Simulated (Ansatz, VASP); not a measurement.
SiC in VASP and in Ansatz

```xyz
4
Lattice="3.1423 0.0000 0.0000 -1.5712 2.7213 0.0000 0.0000 0.0000 4.7449" Properties=species:S:1:pos:R:3 pbc="T T T"
Si    0.0000    1.8142    0.0218
Si    1.5712    0.9071    2.3943
C     0.0000    1.8142    1.6631
C     1.5712    0.9071    4.0355
```

Alike in both runs: task single point; functional LDA; k mesh 12 × 12 × 6; occupations gaussian, width 0.05 eV; no spin polarisation.

```csv
,VASP,Ansatz
version,VASP 6.6.1,Ansatz 0.2.0
potentials or method,"VASP PAW LDA potentials, release 64 (Si, C)","scalar-relativistic, plane waves, PAW"
plane-wave cutoff (eV),520,520
valence electrons in the cell,16,16
```

```tsv
	VASP	Ansatz	Ansatz less VASP
gap on the k mesh at the Fermi level (eV)	1.66	1.67	+0.008
least direct gap on the mesh (eV)	2.92	2.93	+0.013
pressure (GPa)	12.5	12.2	-0.31
largest component of the traceless stress (GPa)	63.27	63.17	-0.094
rms of the force components (eV/Å)	3.618	3.623	+0.0049
```

Atom by atom the forces differ by 0.005 eV/Å (rms over components). Ansatz warned: «pseudo_functional_mismatch».

Caveats: forces of over 1 eV/Å show positions far from the minimum, so gaps and moduli don't describe the material at rest. A k mesh can miss the band edges.
